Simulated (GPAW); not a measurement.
# GaN (P6_3mc) in GPAW: settings compared

One crystal, GaN, is run at these levels: PBE+D4, PBEsol+D3(BJ); tasks: relaxation of cell and atoms.

Program: GPAW 26.7.0. These are calculated values, not measurements. Logs are shortened: lines on timing, memory, paths and dates and some standing lists are left out, and cuts for length are marked. The log counts tension as positive stress, the text compression.

### 1 The crystal as given

The structure is hexagonal, space group P6_3mc (No. 186). The conventional cell has a = 3.180 Å, b = 3.180 Å, c = 5.166 Å, α = 90.00°, β = 90.00°, γ = 120.00°. Ga (site symmetry 3m) has 4 N at 1.94 to 1.95 Å as nearest neighbours. N (site symmetry 3m) is surrounded by 4 Ga at 1.94 to 1.95 Å.

### 2 Relaxation of cell and atoms, PBE+D4

Input file run.py:

```python
from ase import Atoms
from ase.calculators.mixing import SumCalculator
from ase.filters import FrechetCellFilter
from ase.io import write
from ase.optimize import FIRE
from dftd4.ase import DFTD4
from gpaw import GPAW, PW

atoms = Atoms(['Ga', 'Ga', 'N', 'N'],
              cell=[[3.18, 0.0, 0.0],
                    [-1.59, 2.753960784, 0.0],
                    [0.0, 0.0, 5.166]],
              scaled_positions=[[0.6666666667, 0.3333333333, 0.5],
                                [0.3333333333, 0.6666666667, 0.0],
                                [0.6666666667, 0.3333333333, 0.875],
                                [0.3333333333, 0.6666666667, 0.375]],
              pbc=True)

calc = GPAW(mode=PW(800),
            xc='PBE',
            kpts={'size': (10, 10, 5), 'gamma': True},
            occupations={'name': 'fermi-dirac', 'width': 0.05},
            nbands=18,
            convergence={'density': 1e-05, 'forces': 0.0001},
            maxiter=150,
            txt='gpaw.txt')
atoms.calc = SumCalculator([calc, DFTD4(method='pbe')])
opt = FIRE(FrechetCellFilter(atoms), trajectory='relax.traj', logfile='-')
done = opt.run(fmax=0.02, steps=60)
calc.write('gs.gpw')
write('result.traj', atoms)
print('Converged:', done)
print('Cell:', atoms.cell.cellpar().round(4))
print('Volume:', round(atoms.get_volume(), 4))
print(atoms.get_scaled_positions().round(5))
```

Potentials or basis: GPAW PAW data sets (gpaw-data 1.2.1), pw.

Launch:

```console
$ OMP_NUM_THREADS=1 python run.py
```

gpaw.txt:

```text
__  _  _
 | _ |_)|_||  |
 |__||  | ||/\| - 26.7.0

Input parameters:
  mode=PW(ecut=800.0),
  convergence={'density': 1e-05, 'forces': 0.0001},
  kpts=MonkhorstPack(size=(10, 10, 5), gamma=True),
  maxiter=150,
  nbands=18,
  occupations=Occupations(name='fermi-dirac', width=0.05),
  xc=XC(name='PBE')

Diagonalizing LCAO Hamiltonian
Converting LCAO to pw mode

           N

           Ga
        N

        Ga

Atoms  # Å, Bohr magnetons
|   | symbol |         x |        y |        z |    initial magnetic moments |
|---|--------|-----------|----------|----------|-----------------------------|
| 0 |     Ga |  1.590000 | 0.917987 | 2.583000 | ( 0.0000,  0.0000,  0.0000) |
| 1 |     Ga | -0.000000 | 1.835974 | 0.000000 | ( 0.0000,  0.0000,  0.0000) |
| 2 |      N |  1.590000 | 0.917987 | 4.520250 | ( 0.0000,  0.0000,  0.0000) |
| 3 |      N | -0.000000 | 1.835974 | 1.937250 | ( 0.0000,  0.0000,  0.0000) |

Unit cell  # Å
| periodic |         x |        y |        z |  lengths |     angles |
|----------|-----------|----------|----------|----------|------------|
|      yes |  3.180000 | 0.000000 | 0.000000 | 3.180000 |  90.000000 |
|      yes | -1.590000 | 2.753961 | 0.000000 | 3.180000 |  90.000000 |
|      yes |  0.000000 | 0.000000 | 5.166000 | 5.166000 | 120.000000 |

Number of symmetries: 6
Symmetry operations  # r_c * U_cc + t_c -> r_c
|   | kind |            matrix            |
|---|------|------------------------------|
| 0 |  σ   |  1, 1, 0,  0,-1, 0,  0, 0, 1 |
| 1 |  E   |  1, 0, 0,  0, 1, 0,  0, 0, 1 |
| 2 |  C3  |  0, 1, 0, -1,-1, 0,  0, 0, 1 |
| 3 |  σ   |  0,-1, 0, -1, 0, 0,  0, 0, 1 |
| 4 |  σ   | -1, 0, 0,  1, 1, 0,  0, 0, 1 |
| 5 |  C3  | -1,-1, 0,  1, 0, 0,  0, 0, 1 |

BZ-sampling:
  Number of BZ points: 500
  Number of IBZ points: 58
[... 129 lines left out ...]
SCF iterations
|iter     | |      energy | eigst |  dens |force |
|---------|-|-------------|-------|-------|------|
|iter:   1| |  -27.818423 | -0.16 |       |      |
|iter:   2| |  -26.828824 | -1.84 | -0.56 |      |
|iter:   3| |  -24.143345 | -0.52 | -0.62 |      |
|iter:   4| |  -24.142456 | -2.89 | -1.29 |      |
|iter:   5| |  -24.144211c| -3.46 | -1.56 |      |
|iter:   6| |  -24.144232c| -5.45 | -2.88 |      |
|iter:   7| |  -24.144251c| -6.17 | -3.20 |      |
|iter:   8| |  -24.144251c| -7.33 | -4.12 |      |
|iter:   9| |  -24.144251c| -7.59c| -4.45 |      |
|iter:  10| |  -24.144251c| -8.09c| -4.96 |      |
|iter:  11| |  -24.144251c| -9.28c| -5.82c|      |
|iter:  12| |  -24.144251c|-10.22c| -6.36c|-4.60c|

Converged in 12 steps
Energy contributions relative to reference atoms: (reference = -108732.786066)

Energy contributions:
  Kinetic:          71.709356
  Coulomb:         -62.867450
  Zero:              0.306045
  External:          0.000000
  Xc:              -33.292202
  Entropy:          -0.000000
  Spinorbit:         0.000000
  ----------------------------
  Free energy:     -24.144251
  Extrapolated:    -24.144251
[... 31 lines left out ...]
Stress tensor  # eV/Ang^3
|         x |         y |         z |
|-----------|-----------|-----------|
| -0.090704 | -0.000000 |  0.000000 |
| -0.000000 | -0.090704 |  0.000000 |
|  0.000000 |  0.000000 | -0.104699 |

Forces  # eV/Ang
|       x |        y |        z |
|---------|----------|----------|
| 0.00000 |  0.00000 | -0.18140 |  # Ga   0
| 0.00000 |  0.00000 | -0.18135 |  # Ga   1
| 0.00000 | -0.00000 |  0.18133 |  # N    2
| 0.00000 |  0.00000 |  0.18040 |  # N    3

Interpolating wave functions to new cell
[... 8 lines left out ...]
Atoms  # Å, Bohr magnetons
|   | symbol |         x |        y |         z |    initial magnetic moments |
|---|--------|-----------|----------|-----------|-----------------------------|
| 0 |     Ga |  1.592444 | 0.919398 |  2.586194 | ( 0.0000,  0.0000,  0.0000) |
| 1 |     Ga | -0.000000 | 1.838797 | -0.001811 | ( 0.0000,  0.0000,  0.0000) |
| 2 |      N |  1.592444 | 0.919398 |  4.530821 | ( 0.0000,  0.0000,  0.0000) |
| 3 |      N | -0.000000 | 1.838797 |  1.942806 | ( 0.0000,  0.0000,  0.0000) |

Unit cell  # Å
| periodic |         x |         y |        z |  lengths |     angles |
|----------|-----------|-----------|----------|----------|------------|
|      yes |  3.184889 | -0.000000 | 0.000000 | 3.184889 |  90.000000 |
|      yes | -1.592444 |  2.758195 | 0.000000 | 3.184889 |  90.000000 |
|      yes |  0.000000 |  0.000000 | 5.176012 | 5.176012 | 120.000000 |

Number of symmetries: 6
Symmetry operations  # r_c * U_cc + t_c -> r_c
|   | kind |            matrix            |
|---|------|------------------------------|
| 0 |  σ   |  1, 1, 0,  0,-1, 0,  0, 0, 1 |
| 1 |  E   |  1, 0, 0,  0, 1, 0,  0, 0, 1 |
| 2 |  C3  |  0, 1, 0, -1,-1, 0,  0, 0, 1 |
| 3 |  σ   |  0,-1, 0, -1, 0, 0,  0, 0, 1 |
| 4 |  σ   | -1, 0, 0,  1, 1, 0,  0, 0, 1 |
| 5 |  C3  | -1,-1, 0,  1, 0, 0,  0, 0, 1 |

BZ-sampling:
  Number of BZ points: 500
  Number of IBZ points: 58
[... 194 lines left out ...]
Forces  # eV/Ang
|        x |        y |        z |
|----------|----------|----------|
|  0.00000 |  0.00000 | -0.11286 |  # Ga   0
| -0.00000 |  0.00000 | -0.11289 |  # Ga   1
|  0.00000 | -0.00000 |  0.11272 |  # N    2
| -0.00000 |  0.00000 |  0.11200 |  # N    3

Diagonalizing LCAO Hamiltonian
Converting LCAO to pw mode

           N

        N  Ga

        Ga
[... 155 lines left out ...]
SCF iterations
|iter     | |      energy | eigst |  dens |force |
|---------|-|-------------|-------|-------|------|
|iter:   1| |  -27.833436 | -0.17 |       |      |
|iter:   2| |  -26.849474 | -1.84 | -0.57 |      |
|iter:   3| |  -24.203289 | -0.53 | -0.62 |      |
|iter:   4| |  -24.202300 | -2.91 | -1.29 |      |
|iter:   5| |  -24.203970c| -3.47 | -1.56 |      |
|iter:   6| |  -24.203995c| -5.43 | -2.88 |      |
|iter:   7| |  -24.204014c| -6.18 | -3.20 |      |
|iter:   8| |  -24.204014c| -7.43c| -4.23 |      |
|iter:   9| |  -24.204014c| -7.81c| -4.44 |      |
|iter:  10| |  -24.204014c| -8.08c| -4.90 |      |
|iter:  11| |  -24.204014c| -9.28c| -5.79c|      |
|iter:  12| |  -24.204014c|-10.11c| -6.32c|-4.57c|

Converged in 12 steps
Energy contributions relative to reference atoms: (reference = -108732.786066)

Energy contributions:
  Kinetic:          66.734422
  Coulomb:         -58.705767
  Zero:              0.301732
  External:          0.000000
  Xc:              -32.534401
  Entropy:          -0.000000
  Spinorbit:         0.000000
  ----------------------------
  Free energy:     -24.204014
  Extrapolated:    -24.204014
[... 2788 lines left out ...]
SCF iterations
|iter     | |      energy | eigst |  dens |force |
|---------|-|-------------|-------|-------|------|
|iter:   1| |  -24.278179 | -3.53 |       |      |
|iter:   2| |  -24.278179 | -5.65 | -2.66 |      |
|iter:   3| |  -24.278427c| -4.90 | -2.71 |      |
|iter:   4| |  -24.278493c| -6.36 | -3.28 |      |
|iter:   5| |  -24.278512c| -6.66 | -3.60 |      |
|iter:   6| |  -24.278512c| -7.55c| -4.49 |      |
|iter:   7| |  -24.278512c| -7.96c| -5.03c|      |
|iter:   8| |  -24.278512c| -8.60c| -5.52c|-3.98 |
|iter:   9| |  -24.278512c| -9.10c| -6.14c|-3.90 |
|iter:  10| |  -24.278512c| -9.73c| -6.59c|-4.96c|

Converged in 10 steps
Energy contributions relative to reference atoms: (reference = -108732.786066)

Energy contributions:
  Kinetic:          57.509403
  Coulomb:         -50.983822
  Zero:              0.293859
  External:          0.000000
  Xc:              -31.097952
  Entropy:          -0.000000
  Spinorbit:         0.000000
  ----------------------------
  Free energy:     -24.278512
  Extrapolated:    -24.278512
[... 208 lines left out ...]
SCF iterations
|iter     | |      energy | eigst |  dens |force |
|---------|-|-------------|-------|-------|------|
|iter:   1| |  -24.277953 | -5.99 |       |      |
|iter:   2| |  -24.278008 | -8.23c| -3.01 |      |
|iter:   3| |  -24.278499c| -6.84 | -3.04 |      |
|iter:   4| |  -24.278519c| -7.70c| -3.70 |      |
|iter:   5| |  -24.278522c| -7.60c| -4.09 |      |
|iter:   6| |  -24.278523c| -7.67c| -4.35 |      |
|iter:   7| |  -24.278523c| -8.96c| -5.80c|      |
|iter:   8| |  -24.278523c| -9.48c| -6.28c|-4.87c|
[... 223 lines left out ...]
SCF iterations
|iter     | |      energy | eigst |  dens |force |
|---------|-|-------------|-------|-------|------|
|iter:   1| |  -24.277975 | -5.54 |       |      |
|iter:   2| |  -24.278030 | -8.01c| -3.01 |      |
|iter:   3| |  -24.278522c| -6.59 | -3.03 |      |
|iter:   4| |  -24.278541c| -7.54c| -3.71 |      |
|iter:   5| |  -24.278543c| -7.66c| -4.14 |      |
|iter:   6| |  -24.278544c| -7.87c| -4.37 |      |
|iter:   7| |  -24.278544c| -9.14c| -5.90c|      |
|iter:   8| |  -24.278544c| -9.70c| -6.18c|-4.90c|
[... 223 lines left out ...]
SCF iterations
|iter     | |      energy | eigst |  dens |force |
|---------|-|-------------|-------|-------|------|
|iter:   1| |  -24.278007 | -5.26 |       |      |
|iter:   2| |  -24.278062 | -7.78c| -3.01 |      |
|iter:   3| |  -24.278553c| -6.37 | -3.03 |      |
|iter:   4| |  -24.278572c| -7.42c| -3.71 |      |
|iter:   5| |  -24.278574c| -7.62c| -4.15 |      |
|iter:   6| |  -24.278575c| -8.61c| -4.37 |      |
|iter:   7| |  -24.278575c| -9.73c| -5.85c|      |
|iter:   8| |  -24.278575c|-10.30c| -6.18c|-4.90c|

Converged in 8 steps
Energy contributions relative to reference atoms: (reference = -108732.786066)

Energy contributions:
  Kinetic:          57.499173
  Coulomb:         -50.975213
  Zero:              0.293865
  External:          0.000000
  Xc:              -31.096400
  Entropy:          -0.000000
  Spinorbit:         0.000000
  ----------------------------
  Free energy:     -24.278575
  Extrapolated:    -24.278575
[... 208 lines left out ...]
SCF iterations
|iter     | |      energy | eigst |  dens |force |
|---------|-|-------------|-------|-------|------|
|iter:   1| |  -24.278062 | -5.06 |       |      |
|iter:   2| |  -24.278117 | -7.59c| -3.01 |      |
|iter:   3| |  -24.278607c| -6.22 | -3.03 |      |
|iter:   4| |  -24.278626c| -7.33 | -3.71 |      |
|iter:   5| |  -24.278628c| -7.57c| -4.15 |      |
|iter:   6| |  -24.278629c| -8.62c| -4.36 |      |
|iter:   7| |  -24.278629c| -9.70c| -5.78c|      |
|iter:   8| |  -24.278629c|-10.27c| -6.17c|-4.93c|

Converged in 8 steps
Energy contributions relative to reference atoms: (reference = -108732.786066)

Energy contributions:
  Kinetic:          57.492711
  Coulomb:         -50.969827
  Zero:              0.293882
  External:          0.000000
  Xc:              -31.095395
  Entropy:          -0.000000
  Spinorbit:         0.000000
  ----------------------------
  Free energy:     -24.278629
  Extrapolated:    -24.278629
[... 38 lines left out ...]
Forces  # eV/Ang
|        x |        y |        z |
|----------|----------|----------|
|  0.00000 | -0.00000 | -0.01780 |  # Ga   0
| -0.00000 |  0.00000 | -0.01783 |  # Ga   1
|  0.00001 | -0.00000 |  0.01755 |  # N    2
| -0.00001 |  0.00000 |  0.01721 |  # N    3

# Writing to gs.gpw (mode='')
```

It took 24 min on 1 thread of Arm Neoverse V2, shared host; peak memory 0.72 GiB.

Results:

- Free energy: -25.8291 eV
- Relaxed volume: 11.80 Å³/atom
- Relaxed cell: a = 3.224 Å, b = 3.224 Å, c = 5.244 Å, α = 90.00°, β = 90.00°, γ = 120.00°
- Space group after relaxing (to 0.05 Å): P6_3mc (No. 186)
- Energy gained by relaxing: 16.5 meV/atom
- Ionic steps: 19
- Pressure after relaxing: 0.1 GPa
- Largest force after relaxing: 0.017 eV/Å
- Band gap on the k mesh: 1.80 eV, direct
- Dispersion energy per atom: -0.388 eV

Forces in eV/Å, atoms in the order of the input:
```
Ga   0.000  0.000 -0.017
Ga   0.000  0.000 -0.017
N    0.000  0.000  0.017
N    0.000  0.000  0.017
```

Stress tensor (GPa, compression positive):
```
0.03 0.00 0.00
0.00 0.03 0.00
0.00 0.00 0.22
```

Step by step:
```
step  energy change (eV)  largest force (eV/Å)  pressure (GPa)  volume (Å³)
   1              0.0000                0.1808            9.46        45.24
   2             -0.0147                0.1125            8.26        45.47
   3             -0.0362                0.0108            6.07        45.90
   4             -0.0552                0.0763            3.28        46.49
   5             -0.0648                0.1066            0.30        47.16
   6             -0.0637                0.0558           -2.30        47.80
   7             -0.0638                0.0518           -2.24        47.78
   8             -0.0642                0.0441           -2.12        47.75
   9             -0.0647                0.0333           -1.95        47.71
  10             -0.0652                0.0201           -1.72        47.65
  11             -0.0657                0.0059           -1.44        47.58
  12             -0.0660                0.0082           -1.12        47.50
  13             -0.0661                0.0194           -0.77        47.42
  14             -0.0662                0.0261           -0.36        47.32
  15             -0.0659                0.0238            0.10        47.21
  16             -0.0659                0.0231            0.10        47.21
  17             -0.0659                0.0218            0.10        47.21
  18             -0.0659                0.0198            0.10        47.21
  19             -0.0659                0.0173            0.09        47.21
```

Final structure:
```
Ga N
1.0
     3.22426    0.00000    0.00000
    -1.61213    2.79229    0.00000
     0.00000    0.00000    5.24354
Ga N
2 2
Direct
  0.66667 0.33333 0.49912
  0.33333 0.66667 0.99912
  0.66667 0.33333 0.87586
  0.33333 0.66667 0.37585
```

Caveat: the data sets keep Ga 3d, Li 1s and Be 1s frozen, and some such compounds lay over 1.5 % in volume off other programs; later steps reuse the first step's grids. Zero-point motion and thermal expansion aren't in these numbers.

### 3 Relaxation of cell and atoms, PBEsol+D3(BJ)

Input file run.py:

```python
from ase.calculators.mixing import SumCalculator
from ase.filters import FrechetCellFilter
from ase.io import read, write
from ase.optimize import BFGS
from dftd3.ase import DFTD3
from gpaw import GPAW, PW, setup_paths

setup_paths.insert(0, '.')

atoms = read('GaN.xyz')

calc = GPAW(mode=PW(800),
            xc='PBEsol',
            kpts={'size': (10, 10, 5), 'gamma': True},
            occupations={'name': 'fermi-dirac', 'width': 0.05},
            nbands=18,
            convergence={'density': 1e-05, 'forces': 0.0001},
            maxiter=150,
            txt='gpaw.txt')
atoms.calc = SumCalculator([calc, DFTD3(method='pbesol', damping='d3bj')])
opt = BFGS(FrechetCellFilter(atoms), trajectory='relax.traj', logfile='-')
done = opt.run(fmax=0.02, steps=60)
calc.write('gs.gpw')
write('result.traj', atoms)
print('Converged:', done)
print('Cell:', atoms.cell.cellpar().round(4))
print('Volume:', round(atoms.get_volume(), 4))
print(atoms.get_scaled_positions().round(5))
```

Input file GaN.xyz:

```xyz
4
Lattice="3.1800000000 0.0000000000 0.0000000000 -1.5900000000 2.7539607840 0.0000000000 0.0000000000 0.0000000000 5.1660000000" Properties=species:S:1:pos:R:3 pbc="T T T"
Ga     1.5900000002      0.9179869279      2.5830000000
Ga    -0.0000000002      1.8359738561      0.0000000000
N      1.5900000002      0.9179869279      4.5202500000
N     -0.0000000002      1.8359738561      1.9372500000
```

Potentials or basis: PAW data sets generated in the run's folder for this functional, pw.

Launch:

```console
$ gpaw-setup -f PBEsol Ga N
$ OMP_NUM_THREADS=1 python run.py
```

Wall time 3.3 min (1 thread of Arm Neoverse V2, shared host); peak memory 0.33 GiB.

Results (log left out):

* Free energy: -26.9586 eV
* Relaxed volume: 11.63 Å³/atom
* Relaxed cell: a = 3.208 Å, b = 3.208 Å, c = 5.217 Å, α = 90.00°, β = 90.00°, γ = 120.00°
* Space group after relaxing (to 0.05 Å): P6_3mc (No. 186)
* Energy gained by relaxing: 7.5 meV/atom
* Ionic steps: 6
* Pressure after relaxing: 0.0 GPa
* Largest force after relaxing: 0.003 eV/Å
* Band gap on the k mesh: 1.86 eV, direct
* Dispersion energy per atom: -0.217 eV

Forces on the atoms (eV/Å):
```
Ga   0.000  0.000  0.003
Ga   0.000  0.000  0.003
N    0.000  0.000 -0.003
N    0.000  0.000 -0.003
```

Step by step:
| step | energy change (eV) | largest force (eV/Å) | pressure (GPa) | volume (Å³) |
| --- | --- | --- | --- | --- |
| 1 | 0.0000 | 0.1780 | 6.11 | 45.24 |
| 2 | -0.0097 | 0.0849 | 5.02 | 45.45 |
| 3 | -0.0272 | 0.1034 | 1.23 | 46.23 |
| 4 | -0.0291 | 0.0817 | 0.45 | 46.40 |
| 5 | -0.0301 | 0.0238 | -0.06 | 46.51 |
| 6 | -0.0301 | 0.0030 | -0.04 | 46.50 |

Final structure:
```xyz
4
Lattice="3.2083 0.0000 0.0000 -1.6041 2.7784 0.0000 0.0000 0.0000 5.2171" Properties=species:S:1:pos:R:3 pbc="T T T"
Ga    1.6041    0.9261    2.6033
Ga    0.0000    1.8523   -0.0053
N     1.6041    0.9261    4.5702
N     0.0000    1.8523    1.9616
```

Levels at points of the mesh, in eV from the valence-band top:
```tsv
k point	band 5	band 6	band 7	band 8	band 9	band 10	band 11	band 12
(0.00, 0.00, 0.00)	-1.02	-0.02	0.00	0.00	1.86	4.15	9.10	9.76
(0.50, 0.50, 0.00)	-4.13	-2.67	-2.19	-0.97	4.95	5.48	5.99	8.51
```

Caveat: the data sets keep Ga 3d, Li 1s and Be 1s frozen, and some such compounds lay over 1.5 % in volume off other programs; later steps reuse the first step's grids. Zero-point motion and thermal expansion aren't in these numbers.
